## Pressure of one diamond cell in five basis sets

The wide spread of pressures for this fixed cell of hexagonal diamond comes from the basis sets. What counts is how the energy error of a basis changes with volume, not how large that error is. The pressures run from 1.6 to 24.3 GPa, although the atoms sit in the same places and every run describes the same insulating crystal. Beneath the spread lies a stress that hardly depends on the basis: the crystal pushes outwards more strongly along its c axis than in the plane across it.

PBE calculations with SIESTA and plane-wave Ansatz for a fixed four-atom cell of hexagonal diamond, without spin polarisation, on a 12×12×7 k mesh with 0.05 eV Fermi-Dirac smearing. SIESTA uses a 500 Ry mesh cutoff and orbital energy shifts of 0.05 Ry (SZP, TZ), 0.02 Ry (DZP) and 0.002 Ry (TZDP). Pressure is positive in compression and omits the Pulay correction in Ansatz.

```
program                                  potentials   basis  pressure (GPa)  largest force (eV/Å)  pressure less the median of the rows (GPa)
 SIESTA  PseudoDojo 0.4 standard, converted to PSML      TZ           1.610                 0.073                                      -3.720
 Ansatz                                  Ansatz PAW  420 eV           2.120                 0.042                                      -3.210
 SIESTA  PseudoDojo 0.4 standard, converted to PSML    TZDP           5.330                 0.040                                       0.000
 SIESTA                  PseudoDojo 0.4 standard NC     DZP           8.290                 0.056                                       2.960
 SIESTA  PseudoDojo 0.4 standard, converted to PSML     SZP          24.340                 0.026                                      19.010
```

### Potentials or basis

In the SIESTA labels, SZ, DZ and TZ stand for one, two and three radial functions per valence orbital. An added P or DP stands for one or two sets of polarisation functions, which let the charge around an atom deform towards its bonds. The rows SZP, TZ and TZDP use identical potentials for the carbon core, yet they span 22.7 GPa, the full range of the table. A change of basis is therefore enough to produce the large spread. Basis here includes the range of the orbitals, which is longest in TZDP, shorter in DZP and set by the tightest cutoff in TZ and SZP. No pair of SIESTA rows thus isolates the number of radial functions or the polarisation functions.

The potentials may still matter for the smaller difference between the two programs. The Ansatz pressure in the table leaves out a correction of about 1 GPa for the way its plane-wave set changes with the cell. With that correction, Ansatz lies about 2 GPa below TZDP. This remainder mixes errors of basis and potential, which these runs do not separate.

### The tempting explanation: more energy error, more pressure error

A poor basis gives too high an energy, so it is natural to take the energy error as a measure of the pressure error. TZDP has the lowest energy of the SIESTA runs and serves as the reference here; it is also the median row, though not a converged limit. SZP lies 3.2 eV per cell above it and has a pressure 19 GPa higher. Up to this point the idea looks sound.

It fails on the other two SIESTA rows. If the pressure shift were proportional to the energy excess, with the scale set by SZP, TZ should lie about 8 GPa above TZDP; it lies 3.7 GPa below. DZP should hardly differ from TZDP, since their energies agree within 0.01 eV per cell, but its pressure is 3.0 GPa higher. The DZP potential carries a slightly different label and is taken here to be the same one.

### Why the slope decides

Pressure measures how the energy $E$ of the cell falls as its volume $V$ grows. For the difference between a given basis and TZDP this means

$$P=-\frac{dE}{dV},\qquad \Delta P=-\frac{d(\Delta E)}{dV},$$

where $P$ is the pressure, $\Delta P$ the pressure less the median and $\Delta E$ the energy above TZDP. An energy excess that stays the same at all volumes leaves the pressure untouched. An excess that shrinks as the cell expands rewards expansion, and the calculated pressure is then too high relative to the reference.

SZP shows what size of change is involved. The cell holds four atoms of 5.67 Å³ each, so an expansion by 1% adds 0.227 Å³. With 1 eV/Å³ equal to about 160 GPa, the energy excess changes by

$$-\frac{19.0}{160}\times0.227\approx-0.027\ \text{eV}.$$

This looks tiny beside an excess of 3.2 eV, but it is a fall of about 0.8% for 1% more volume. Near this volume the excess thus shrinks almost in inverse proportion to the volume, and that is enough to spoil the pressure.

TZ has the opposite slope. Its excess of 1.4 eV grows by about 5 meV for 1% of expansion, which puts its pressure below that of TZDP. In DZP the excess is only 8 meV per cell, but it falls by about 4 meV for the same expansion, and so a tiny energy difference goes with a clear pressure difference. These slopes are obtained from the pressures and therefore translate them rather than test them. An independent test would compare total energies at neighbouring volumes.

### What the orbitals do

The high pressure of SZP has a plausible origin, argued here from bonding and not isolated by these runs. The best shape of a valence orbital depends on how close the neighbouring atoms are, and in a bond it is often more compact than in the free atom. A single radial function of fixed shape cannot follow. If the energy lost in this way grows as the atoms come closer, the crystal appears to want more room.

The hydrogen molecular ion, H₂⁺, shows the same effect with one electron. Built from two unaltered atomic 1s functions, its bond comes out too long; once the functions may contract, it shortens by roughly a fifth. The comparison suggests the direction of the error but not its size: carbon has four valence electrons, SZP also contains polarisation functions, and its tight cutoff already makes the orbitals more compact than in a free atom.

TZ can contract its orbitals, and its pressure is indeed far below that of SZP. Why it also falls below TZDP remains open: TZ has no polarisation functions, but its orbitals are also cut off at a shorter range. Its closeness to Ansatz in pressure is no sign of quality. The largest force in TZ is 0.073 eV/Å against 0.042 eV/Å in Ansatz, and the band gap is 4.9 eV against 3.4 eV.

### The stress that belongs to the crystal

The pressure is an average over three directions, and the directions differ. In every row the compressive stress along c exceeds that in the plane, by 24.6 GPa on average. In TZ, Ansatz and TZDP the plane is even under tension, so their low pressures are averages of a pull in the plane and a push along c, not signs of a cell free of stress. This split varies by only 2.4 GPa between the rows, about a tenth of the spread in pressure. A description with one common split, averaged over all five rows, reproduces the stress along c to within 1 GPa when each row's own average pressure is supplied; SZP fits worst. The analysis printed below gives the individual stresses.

The geometry suggests why the basis error acts almost equally in all directions. Each atom has four bonds of equal length that point to the corners of a tetrahedron. A basis that makes every bond want to be longer therefore pushes outwards evenly, which raises the average and leaves the split nearly alone.

The split itself has a structural cause, argued here from bonding. Along c, the three other bonds at one end of a bond stand directly opposite those at the other end, and their electrons repel each other. This favours a longer c axis, whereas the cell has the ideal proportions of undistorted tetrahedra. The near-constancy of the split across bases and potentials supports reading it as a property of this crystal in this cell, within the one density functional used.

For practical work, the quantity of interest has to be checked against the basis directly. DZP shows that an energy close to that of a larger basis does not ensure an equally close pressure, and SZP combines the smallest force with the pressure farthest from TZDP. In a cell that has not been relaxed, a force is a value to be reproduced, not an error that should vanish. With a bulk modulus of roughly 400 GPa for diamond, the SZP shift corresponds to an error of the order of 1% in the cell edges relative to TZDP. That is small on a drawing, but large for a calculated lattice constant.

Numerical output:

```
Stress in GPa and gap in eV:
     row  in plane  along c  average  c less plane  miss of common split    gap
  SIESTA    -6.937     18.7    1.608         25.63               -0.6949  4.926
  Ansatz    -5.109    19.76     3.18         24.87               -0.1834  3.389
  SIESTA    -2.848    21.67    5.325         24.52               0.04845  3.675
  SIESTA   0.05399    24.77    8.292         24.71              -0.08016  3.494
  SIESTA      16.6    39.83    24.34         23.23                  0.91  4.129
Mean split between c axis and plane (GPa): 24.59
Range of the split over the rows (GPa): 2.407
Range of the printed pressure over all rows (GPa): 22.73
Pressure of SZP less TZ with identical potentials (GPa): 22.73
Energy of SZP above TZDP (eV per cell): 3.237
Energy of TZ above TZDP (eV per cell): 1.446
Energy of DZP above TZDP (eV per cell): 0.008382
Shift of TZ if proportional to energy and scaled to SZP (GPa): 8.489
Shift of DZP if proportional to energy and scaled to SZP (GPa): 0.04922
Change of the SZP energy excess per 1% expansion (meV per cell): -26.91
Change of the TZ energy excess per 1% expansion (meV per cell): 5.266
Change of the DZP energy excess per 1% expansion (meV per cell): -4.19
Ansatz pressure with Pulay correction (GPa): 3.18
Pulay correction of Ansatz (GPa): 1.06
TZDP less corrected Ansatz (GPa): 2.15
Rough length error from the SZP shift (percent): 1.44
Rough length error from the DZP shift (percent): 0.2242
```
